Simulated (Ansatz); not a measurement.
## NaH: input, output and frames of a trajectory

All numbers below come from DFT PBEsol, scalar-relativistic, plane waves, PAW in Ansatz 0.2.0. Settings: plane waves to 420 eV, k-mesh 2×2×2 (shifted by 0.5, 0.5, 0.5 steps), Fermi–Dirac smearing 0.069 eV. The mesh is coarse. No spin polarisation.

16 atoms, starting at 1.02 times the perfect crystal's volume (space group Fm-3m, the cell as given, not relaxed at this level); Langevin thermostat at 800 K (friction 0.02 fs⁻¹), fixed cell; 150 steps of 1 fs. The run is short and not equilibrated. The time step is on the long side.

The calculation finished and met its thresholds.

Command:
```bash
ansatz run input.yaml --threads 4 --pin off --max-ram 5120MiB --backend cpu --events-out ev --progress --plain --runs-dir out
```

Input:
```yaml
crystal:
  lattice:
    - [-4.9123188227, -4.9123188227, 0.0]
    - [0.0, -4.9123188227, 4.9123188227]
    - [-4.9123188227, 0.0, 4.9123188227]
  atoms:
    - { symbol: Na, position: [0.5, 0.0, 0.0] }
    - { symbol: Na, position: [0.0, 0.0, 0.0] }
    - { symbol: Na, position: [0.5, 0.5, 0.0] }
    - { symbol: Na, position: [0.0, 0.5, 0.0] }
    - { symbol: Na, position: [0.5, 0.0, 0.5] }
    - { symbol: Na, position: [0.0, 0.0, 0.5] }
    - { symbol: Na, position: [0.5, 0.5, 0.5] }
    - { symbol: Na, position: [0.0, 0.5, 0.5] }
    - { symbol: H, position: [0.75, 0.25, 0.25] }
    - { symbol: H, position: [0.25, 0.25, 0.25] }
    - { symbol: H, position: [0.75, 0.75, 0.25] }
    - { symbol: H, position: [0.25, 0.75, 0.25] }
    - { symbol: H, position: [0.75, 0.25, 0.75] }
    - { symbol: H, position: [0.25, 0.25, 0.75] }
    - { symbol: H, position: [0.75, 0.75, 0.75] }
    - { symbol: H, position: [0.25, 0.75, 0.75] }
basis:
  ecutwfc: 420
kpoints:
  mp_grid: { grid: [2, 2, 2], shift: [0.5, 0.5, 0.5] }
hamiltonian:
  xc: pbesol
scf:
  occupations: { method: fermi_dirac, width: 0.0689 }
  lower_state_search: "off"
  convergence: { dr2_threshold: 1.0e-07 }
output:
  forces: true
  stress: true
md:
  timestep: 1.0
  n_steps: 150
  ensemble: nvt_langevin
  temperature: 800.0
  initial_velocities: maxwell_boltzmann
  seed: 37252
  friction: 0.02
```

Output (its end):
```
...
md step   150: t =   150.00 fs T =   587.7 K  F+E_penalty+E_count = -11933.48496898 eV  E_kin = 1.215467 eV  P_inst = 1.0551 GPa (6 SCF iters)
SCF converged after 6 iterations
Free energy (F): -11933.484969 eV
Harris-Foulkes:  -11933.484969 eV  (|F-HF|=4.25e-9)
Internal energy: -11933.484969 eV  (E = F + TS)
E sigma→0 (E₀):  -11933.484969 eV
Fermi energy:    2.573904 eV
--- Per-component energies (eV) ---
  E_band       = -1832.811350
  E_kinetic    = 1070.686434
  E_local      = -10862.310846  (includes V_loc(G=0)·N_el)
  E_nonlocal   = 938.508395
  E_hartree    = 3911.660891
  E_xc         = -376.938059
  E_vxc        = -488.142288  (∫ρ·V_xc dr)
  E_paw        = -2030.331116  (= ΣΔE_a)
  E_vpaw       = -314.863662  (= ΣTr[D̂ρ^β])
  E_aug_tail   = -0.009131  (compensation charges beyond the density's cutoff)
  E_ewald      = -4585.189087
  E_core_change = 0.437550  (= ΣΔE_core)
  E_smearing   = -0.000000  (= −TS)
  E_closure    = -0.000000  (closes the sum)
  Σ components = -11933.484969   (vs F -11933.484969, Δ=0.00e0)
--- Forces (eV/Å), atoms counted from 1 ---
  atom   1  Na    -0.36146516     0.49425464     0.51890989
  atom   2  Na    -0.24553693     0.20862568    -0.34957541
  atom   3  Na    -0.05506800     0.05670708    -0.16641280
  atom   4  Na     0.28740785    -0.14808928    -0.07882789
  atom   5  Na     0.36395833     0.15184212    -0.41467135
  atom   6  Na    -0.08279543     0.73102583     0.10093700
  atom   7  Na     0.16874535     0.09672662     0.34007254
  atom   8  Na     0.46010396     0.22551635     0.05782127
  atom   9  H     -0.02280771     0.17854094     0.17151060
  atom  10  H      0.13305256    -1.06812927     0.18690541
  atom  11  H      0.10452250     0.23258306    -0.01545092
  atom  12  H     -0.10265017     0.02792976     0.22210313
  atom  13  H      0.04383115    -0.61660898     0.21581479
  atom  14  H     -1.00241217     0.02335266    -0.55255556
  atom  15  H      0.41394203    -0.46352330    -0.13876362
  atom  16  H     -0.10284391    -0.13075214    -0.09786983
  max |Σ_I F_I| component: 5.27e-5 eV/Å
--- Stress (GPa, compression-positive) ---
       -0.315740      -0.014954      -0.437187
       -0.014954       1.564275       0.869664
       -0.437187       0.869663       0.273913
  P = ⅓ Tr σ = 0.5075 GPa (5.075 kbar)
--- MD trajectory: 150 steps, t = 0.0 → 150.0 fs ---
  final state: T = 587.7 K   F+E_penalty+E_count = -11933.48496898 eV   E_kin = 1.215467 eV
```

Frames along the run (Å, eV/Å; dE is the potential energy from the first frame):

```xyz
16
Lattice="-4.912 -4.912 0.000 0.000 -4.912 4.912 -4.912 0.000 4.912" Properties=species:S:1:pos:R:3:forces:R:3 pbc="T T T" time_fs=0.00 dE_eV=0.0000 T_K=750
Na   -2.456   -2.456    0.000    0.000    0.000    0.000
Na    0.000    0.000    0.000    0.000    0.000    0.000
Na   -2.456   -4.912    2.456    0.000    0.000    0.000
Na    0.000   -2.456    2.456    0.000    0.000    0.000
Na   -4.912   -2.456    2.456    0.000    0.000    0.000
Na   -2.456    0.000    2.456    0.000    0.000    0.000
Na   -4.912   -4.912    4.912    0.000    0.000    0.000
Na   -2.456   -2.456    4.912    0.000    0.000    0.000
H    -4.912   -4.912    2.456    0.000    0.000    0.000
H    -2.456   -2.456    2.456    0.000    0.000    0.000
H    -4.912   -7.368    4.912    0.000    0.000    0.000
H    -2.456   -4.912    4.912    0.000    0.000    0.000
H    -7.368   -4.912    4.912    0.000    0.000    0.000
H    -4.912   -2.456    4.912    0.000    0.000    0.000
H    -7.368   -7.368    7.368    0.000    0.000    0.000
H    -4.912   -4.912    7.368    0.000    0.000    0.000
16
Lattice="-4.912 -4.912 0.000 0.000 -4.912 4.912 -4.912 0.000 4.912" Properties=species:S:1:pos:R:3:forces:R:3 pbc="T T T" time_fs=12.00 dE_eV=1.0170 T_K=469
Na   -2.427   -2.397   -0.075   -0.120   -0.084    0.168
Na    0.007    0.046    0.061    0.124   -0.096   -0.017
Na   -2.350   -4.968    2.501   -0.782    0.103    0.024
Na   -0.090   -2.505    2.404    0.064    0.505    0.193
Na   -4.988   -2.424    2.330    0.256    0.032    0.230
Na   -2.470    0.032    2.524   -0.008    0.190   -0.170
Na   -4.964   -4.843    5.017    0.082    0.099   -0.308
Na   -2.482   -2.509    4.896   -0.167    0.100    0.023
H    -4.577   -4.507    2.436   -0.291   -0.534    0.138
H    -2.668   -2.073    2.777    0.198   -0.375   -0.384
H    -4.583   -7.639    4.893   -0.575    0.605    0.094
H    -2.481   -4.825    5.134   -0.036   -0.016   -0.161
H    -7.407   -4.865    4.619    0.232   -0.051    0.668
H    -5.112   -2.301    4.972    0.145   -0.051   -0.020
H    -7.641   -7.438    7.502    0.423    0.248   -0.369
H    -5.306   -4.514    7.371    0.455   -0.673   -0.109
16
Lattice="-4.912 -4.912 0.000 0.000 -4.912 4.912 -4.912 0.000 4.912" Properties=species:S:1:pos:R:3:forces:R:3 pbc="T T T" time_fs=23.00 dE_eV=0.6797 T_K=687
Na   -2.447   -2.392   -0.108   -0.210    0.107    0.212
Na    0.036    0.081    0.172    0.086    0.009   -0.016
Na   -2.264   -5.010    2.545   -0.668    0.236    0.028
Na   -0.147   -2.506    2.369    0.085    0.383    0.430
Na   -5.043   -2.436    2.285    0.421    0.142    0.230
Na   -2.485    0.068    2.545   -0.019    0.074    0.019
Na   -5.019   -4.740    5.108    0.197   -0.120   -0.496
Na   -2.516   -2.523    4.894   -0.080    0.155    0.070
H    -4.659   -4.513    2.638   -0.245   -0.455   -0.044
H    -2.617   -2.075    2.784    0.178   -0.228   -0.236
H    -4.680   -7.373    4.916   -0.401    0.114   -0.049
H    -2.550   -4.777    5.097    0.167   -0.084   -0.123
H    -7.375   -4.641    5.111    0.046   -0.255   -0.113
H    -5.190   -2.266    5.123    0.280    0.030   -0.173
H    -7.351   -7.395    7.287   -0.014    0.146    0.052
H    -5.056   -4.686    7.325    0.177   -0.256    0.212
16
Lattice="-4.912 -4.912 0.000 0.000 -4.912 4.912 -4.912 0.000 4.912" Properties=species:S:1:pos:R:3:forces:R:3 pbc="T T T" time_fs=35.00 dE_eV=1.0025 T_K=748
Na   -2.533   -2.387   -0.115    0.002    0.221    0.361
Na    0.085    0.139    0.392   -0.099   -0.060   -0.253
Na   -2.252   -5.005    2.628   -0.310    0.188    0.355
Na   -0.179   -2.479    2.353    0.098    0.259    0.623
Na   -5.083   -2.484    2.266    0.677    0.180    0.261
Na   -2.523    0.114    2.591    0.354   -0.356   -0.134
Na   -5.079   -4.691    5.207    0.318   -0.266   -0.468
Na   -2.582   -2.483    4.869    0.057    0.096   -0.018
H    -5.030   -4.729    2.744    0.064   -0.032   -0.092
H    -2.404   -2.421    2.532   -0.138    0.016    0.095
H    -4.927   -7.089    4.804    0.001   -0.311    0.155
H    -2.512   -4.789    5.111    0.113   -0.075   -0.246
H    -7.352   -4.597    5.502   -0.033   -0.136   -0.592
H    -4.956   -2.063    5.219    0.049   -0.376   -0.356
H    -7.159   -7.542    7.245   -0.437    0.451    0.266
H    -4.579   -5.017    7.486   -0.716    0.200    0.043
16
Lattice="-4.912 -4.912 0.000 0.000 -4.912 4.912 -4.912 0.000 4.912" Properties=species:S:1:pos:R:3:forces:R:3 pbc="T T T" time_fs=46.00 dE_eV=1.0259 T_K=600
Na   -2.593   -2.375   -0.103    0.077    0.190    0.443
Na    0.155    0.222    0.567   -0.369   -0.387   -0.544
Na   -2.292   -4.983    2.699   -0.126    0.057    0.100
Na   -0.169   -2.452    2.349    0.049    0.237    0.445
Na   -5.049   -2.451    2.263    0.236    0.238    0.561
Na   -2.567    0.177    2.645   -0.019   -0.325   -0.052
Na   -5.157   -4.673    5.223    0.149   -0.289   -0.375
Na   -2.609   -2.466    4.852    0.303    0.062   -0.047
H    -5.246   -4.998    2.913    0.308    0.231   -0.327
H    -2.367   -2.733    2.269   -0.303    0.208    0.216
H    -5.207   -7.188    4.928    0.269   -0.201    0.129
H    -2.342   -4.902    5.109   -0.184    0.094    0.003
H    -7.498   -4.747    5.224    0.158   -0.080   -0.160
H    -4.702   -2.104    5.011   -0.318   -0.400    0.128
H    -7.236   -7.392    7.583   -0.277    0.120   -0.210
H    -4.892   -5.021    7.631    0.045    0.245   -0.310
16
Lattice="-4.912 -4.912 0.000 0.000 -4.912 4.912 -4.912 0.000 4.912" Properties=species:S:1:pos:R:3:forces:R:3 pbc="T T T" time_fs=58.00 dE_eV=1.0412 T_K=571
Na   -2.622   -2.345   -0.104    0.071    0.160    0.402
Na    0.228    0.314    0.681   -0.675   -0.554   -0.322
Na   -2.333   -4.993    2.770   -0.198    0.477    0.224
Na   -0.173   -2.408    2.386   -0.088    0.058    0.303
Na   -5.007   -2.367    2.294   -0.096    0.264    0.739
Na   -2.650    0.209    2.680   -0.049   -0.191   -0.348
Na   -5.280   -4.712    5.183    0.229   -0.187   -0.340
Na   -2.613   -2.424    4.876    0.010   -0.101   -0.011
H    -5.278   -5.066    2.992    0.147    0.134   -0.438
H    -2.858   -2.727    2.436    0.311    0.070   -0.002
H    -5.102   -7.471    5.074   -0.025    0.318   -0.190
H    -2.328   -4.885    5.187   -0.142    0.004    0.004
H    -7.718   -4.778    4.855    0.519   -0.084    0.161
H    -4.891   -2.510    5.013   -0.207    0.154    0.034
H    -7.506   -7.051    7.484   -0.004   -0.473   -0.148
H    -5.093   -4.789    7.400    0.197   -0.049   -0.068
16
Lattice="-4.912 -4.912 0.000 0.000 -4.912 4.912 -4.912 0.000 4.912" Properties=species:S:1:pos:R:3:forces:R:3 pbc="T T T" time_fs=69.00 dE_eV=1.1157 T_K=490
Na   -2.579   -2.292   -0.075    0.027    0.116    0.295
Na    0.310    0.365    0.801   -0.417   -0.411   -0.726
Na   -2.374   -4.952    2.809   -0.217    0.341    0.343
Na   -0.222   -2.336    2.444   -0.088   -0.043    0.173
Na   -5.035   -2.284    2.385   -0.211    0.092    0.471
Na   -2.745    0.255    2.665    0.036   -0.091   -0.325
Na   -5.394   -4.774    5.191    0.498    0.028   -0.446
Na   -2.597   -2.404    4.888   -0.197   -0.218    0.091
H    -5.262   -4.941    2.716    0.001    0.031    0.271
H    -2.983   -2.801    2.651    0.325    0.195   -0.224
H    -5.160   -7.529    4.839    0.079    0.411    0.261
H    -2.417   -4.890    5.332   -0.223   -0.006   -0.219
H    -7.525   -4.729    4.823   -0.117   -0.147    0.263
H    -5.182   -2.517    5.069    0.093    0.162   -0.057
H    -7.661   -7.046    7.424    0.159   -0.277   -0.086
H    -5.178   -4.757    7.414    0.251   -0.183   -0.085
16
Lattice="-4.912 -4.912 0.000 0.000 -4.912 4.912 -4.912 0.000 4.912" Properties=species:S:1:pos:R:3:forces:R:3 pbc="T T T" time_fs=81.00 dE_eV=1.3082 T_K=517
Na   -2.546   -2.223   -0.016   -0.178    0.148    0.335
Na    0.375    0.312    0.841   -0.638   -0.045   -1.261
Na   -2.365   -4.914    2.823   -0.202    0.195    0.253
Na   -0.242   -2.253    2.489   -0.123   -0.008    0.133
Na   -5.113   -2.253    2.473    0.098   -0.144    0.324
Na   -2.864    0.300    2.632    0.185   -0.429   -0.007
Na   -5.501   -4.825    5.192    0.782    0.253   -0.434
Na   -2.615   -2.429    4.948   -0.222   -0.148    0.038
H    -5.024   -4.722    2.643   -0.246   -0.191    0.852
H    -2.862   -2.591    2.634    0.293    0.044   -0.165
H    -5.286   -6.965    4.890    0.269   -0.526    0.093
H    -2.648   -4.857    5.413    0.059    0.057   -0.528
H    -7.564   -4.863    5.095   -0.003    0.067   -0.141
H    -5.272   -2.275    4.981    0.262   -0.077    0.203
H    -7.491   -7.395    7.432   -0.142    0.455    0.102
H    -5.061   -4.983    7.336   -0.193    0.351    0.205
16
Lattice="-4.912 -4.912 0.000 0.000 -4.912 4.912 -4.912 0.000 4.912" Properties=species:S:1:pos:R:3:forces:R:3 pbc="T T T" time_fs=92.00 dE_eV=1.2035 T_K=626
Na   -2.537   -2.139    0.046   -0.233    0.111    0.320
Na    0.365    0.249    0.817   -0.689    0.042   -0.339
Na   -2.370   -4.850    2.887   -0.200    0.181    0.133
Na   -0.285   -2.213    2.515    0.060   -0.149    0.250
Na   -5.192   -2.261    2.506    0.283   -0.012    0.424
Na   -2.911    0.261    2.607    0.103   -0.291   -0.048
Na   -5.555   -4.842    5.134    0.744    0.272   -0.061
Na   -2.665   -2.482    4.998   -0.158    0.078   -0.032
H    -4.869   -4.638    3.127   -0.110   -0.166   -0.842
H    -2.666   -2.380    2.556    0.126   -0.029   -0.047
H    -5.123   -6.958    5.219    0.030   -0.694   -0.227
H    -2.885   -4.678    5.179    0.413   -0.164    0.004
H    -7.617   -5.044    5.023    0.032    0.166   -0.010
H    -5.148   -2.304    5.038   -0.032    0.194    0.192
H    -7.547   -7.337    7.609   -0.071    0.241   -0.058
H    -5.065   -4.879    7.286   -0.298    0.220    0.339
16
Lattice="-4.912 -4.912 0.000 0.000 -4.912 4.912 -4.912 0.000 4.912" Properties=species:S:1:pos:R:3:forces:R:3 pbc="T T T" time_fs=104.00 dE_eV=1.5146 T_K=672
Na   -2.501   -2.087    0.119   -0.218    0.092    0.307
Na    0.323    0.256    0.784   -0.085   -0.850   -0.422
Na   -2.414   -4.751    2.974   -0.400    0.118   -0.021
Na   -0.349   -2.208    2.600    0.349   -0.107    0.199
Na   -5.260   -2.307    2.570    0.222    0.062    0.260
Na   -2.929    0.193    2.635   -0.026   -0.041   -0.058
Na   -5.571   -4.838    5.077    1.043    0.221    0.128
Na   -2.736   -2.547    5.024    0.023    0.525    0.056
H    -4.972   -4.698    2.910   -0.200    0.098   -0.040
H    -2.452   -2.170    2.388   -0.452   -0.159    0.178
H    -5.096   -7.757    5.333   -0.251    1.069   -0.207
H    -2.895   -4.526    5.164    0.085   -0.691    0.178
H    -7.496   -5.217    4.923   -0.386    0.258    0.069
H    -4.920   -2.242    5.257   -0.480    0.101   -0.307
H    -7.974   -6.928    7.833    0.584   -0.320   -0.195
H    -5.260   -4.553    7.517    0.193   -0.375   -0.125
16
Lattice="-4.912 -4.912 0.000 0.000 -4.912 4.912 -4.912 0.000 4.912" Properties=species:S:1:pos:R:3:forces:R:3 pbc="T T T" time_fs=115.00 dE_eV=1.4531 T_K=823
Na   -2.431   -2.057    0.150   -0.184   -0.365    0.088
Na    0.298    0.227    0.762   -0.209   -0.198   -0.889
Na   -2.474   -4.633    3.045   -0.256   -0.238   -0.127
Na   -0.428   -2.215    2.710    0.339   -0.096    0.082
Na   -5.326   -2.349    2.650    0.156    0.211    0.015
Na   -2.933    0.136    2.637   -0.077   -0.076    0.231
Na   -5.547   -4.856    5.050    0.476   -0.074    0.146
Na   -2.762   -2.620    5.101   -0.008    0.278    0.268
H    -5.424   -4.784    2.562   -0.039    0.100    0.798
H    -2.627   -2.208    2.365   -0.236   -0.492    0.351
H    -5.358   -7.592    5.302   -0.063    0.439   -0.101
H    -2.921   -5.072    5.439   -0.230    0.862   -0.474
H    -7.641   -5.280    4.956    0.231    0.392    0.040
H    -4.953   -2.170    5.046   -0.391   -0.307   -0.023
H    -7.917   -6.940    7.786    0.312   -0.208   -0.126
H    -5.295   -4.552    7.798    0.179   -0.229   -0.279
16
Lattice="-4.912 -4.912 0.000 0.000 -4.912 4.912 -4.912 0.000 4.912" Properties=species:S:1:pos:R:3:forces:R:3 pbc="T T T" time_fs=127.00 dE_eV=1.5588 T_K=589
Na   -2.398   -2.070    0.127   -0.861   -0.132    0.092
Na    0.272    0.217    0.721   -0.638    0.094   -0.385
Na   -2.530   -4.517    3.039    0.134   -0.957   -0.154
Na   -0.479   -2.220    2.797    0.313   -0.167    0.170
Na   -5.412   -2.343    2.762    0.238    0.175   -0.672
Na   -2.896    0.099    2.610   -0.419    0.017    0.301
Na   -5.498   -4.860    5.041    0.207    0.313    0.164
Na   -2.779   -2.637    5.234   -0.182    0.587   -0.002
H    -5.710   -4.785    2.776    0.482   -0.146   -0.307
H    -3.126   -2.691    2.699    0.201    0.708   -0.256
H    -5.537   -6.906    5.129    0.236   -0.733    0.036
H    -3.110   -4.800    5.255    0.122   -0.125   -0.129
H    -7.671   -4.968    5.096    0.277    0.183    0.023
H    -5.329   -2.265    4.729    0.368   -0.114    1.023
H    -7.662   -7.260    7.468   -0.278    0.170    0.283
H    -5.171   -4.690    7.952   -0.199    0.128   -0.185
16
Lattice="-4.912 -4.912 0.000 0.000 -4.912 4.912 -4.912 0.000 4.912" Properties=species:S:1:pos:R:3:forces:R:3 pbc="T T T" time_fs=138.00 dE_eV=1.3241 T_K=724
Na   -2.379   -2.078    0.103   -0.905   -0.068    0.163
Na    0.248    0.212    0.678    0.011    0.204   -0.736
Na   -2.587   -4.453    3.014    0.022   -0.311   -0.601
Na   -0.476   -2.205    2.885    0.401   -0.061   -0.154
Na   -5.473   -2.311    2.825    0.332    0.043   -0.312
Na   -2.897    0.056    2.590   -0.164    0.142    0.188
Na   -5.450   -4.874    5.037    0.247    0.194    0.192
Na   -2.849   -2.610    5.288   -0.126    0.476   -0.012
H    -5.327   -4.682    2.603   -0.296   -0.174    0.249
H    -3.242   -2.392    2.575    0.481    0.302    0.047
H    -5.521   -7.077    5.132   -0.018   -0.166    0.061
H    -3.238   -4.640    4.935    0.274   -0.441    0.539
H    -7.467   -4.306    4.940   -0.362   -0.260    0.069
H    -5.281   -2.447    5.165    0.361    0.370    0.099
H    -7.732   -7.001    7.433    0.017    0.109    0.271
H    -5.112   -4.405    7.894   -0.273   -0.360   -0.064
16
Lattice="-4.912 -4.912 0.000 0.000 -4.912 4.912 -4.912 0.000 4.912" Properties=species:S:1:pos:R:3:forces:R:3 pbc="T T T" time_fs=150.00 dE_eV=1.7126 T_K=588
Na   -2.450   -2.092    0.091   -0.361    0.494    0.519
Na    0.241    0.189    0.658   -0.246    0.209   -0.350
Na   -2.592   -4.445    2.986   -0.055    0.057   -0.166
Na   -0.445   -2.161    2.949    0.287   -0.148   -0.079
Na   -5.561   -2.271    2.874    0.364    0.152   -0.415
Na   -2.927    0.002    2.603   -0.083    0.731    0.101
Na   -5.436   -4.941    5.006    0.169    0.097    0.340
Na   -2.925   -2.615    5.307    0.460    0.226    0.058
H    -5.384   -4.633    2.739   -0.023    0.179    0.172
H    -2.975   -1.928    2.650    0.133   -1.068    0.187
H    -5.637   -7.291    5.318    0.105    0.233   -0.015
H    -2.942   -4.774    5.153   -0.103    0.028    0.222
H    -7.539   -4.062    4.804    0.044   -0.617    0.216
H    -4.721   -2.027    5.768   -1.002    0.023   -0.553
H    -8.000   -6.495    7.822    0.414   -0.464   -0.139
H    -5.227   -4.573    7.880   -0.103   -0.131   -0.098
```